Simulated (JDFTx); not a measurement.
KMgF3:

```
CELL_PARAMETERS angstrom
3.98590 0.00000 0.00000
0.00000 3.98590 0.00000
0.00000 0.00000 3.98590
ATOMIC_POSITIONS crystal
K 0.50000 0.50000 0.50000
Mg 0.00000 0.00000 0.00000
F 0.00000 0.00000 0.50000
F 0.00000 0.50000 0.00000
F 0.50000 0.00000 0.00000
```

* Program: JDFTx 1.7.0 (patched build)
* Task: relaxation of cell and atoms
* Functional: LDA
* Potentials or basis: PseudoDojo-SR-LDA-0.4.1-standard
* Cutoff: 1143 eV
* Density cutoff: 9143 eV
* k mesh: 7 × 7 × 7
* Occupations: fermi-dirac, width 0.05 eV
* Spin: no spin polarisation

At the start: pressure -4.5 GPa; volume 12.67 Å³/atom.

Task: How do energy, volume and symmetry change on relaxing?

Result: Over 6 steps the energy falls by 11.0 meV/atom and the volume is 11.93 Å³/atom (-5.8 %); space group Pm-3m (No. 221, to 0.05 Å).

Step by step:
| step | energy change (eV) | largest force (eV/Å) | pressure (GPa) | volume (Å³) |
| --- | --- | --- | --- | --- |
| 1 | 0.0000 | 0.0000 | -4.54 | 63.33 |
| 2 | -0.0173 | 0.0000 | -3.83 | 62.67 |
| 3 | -0.0550 | 0.0000 | 0.27 | 59.45 |
| 4 | -0.0552 | 0.0000 | -0.01 | 59.64 |
| 5 | -0.0552 | 0.0000 | 0.00 | 59.63 |
| 6 | -0.0552 | 0.0000 | 0.00 | 59.63 |

Final structure:
```
CELL_PARAMETERS angstrom
3.90690 0.00000 0.00000
0.00000 3.90690 0.00000
0.00000 0.00000 3.90690
ATOMIC_POSITIONS crystal
K 0.50000 0.50000 0.50000
Mg 0.00000 0.00000 0.00000
F 0.00000 0.00000 0.50000
F 0.00000 0.50000 0.00000
F 0.50000 0.00000 0.00000
```
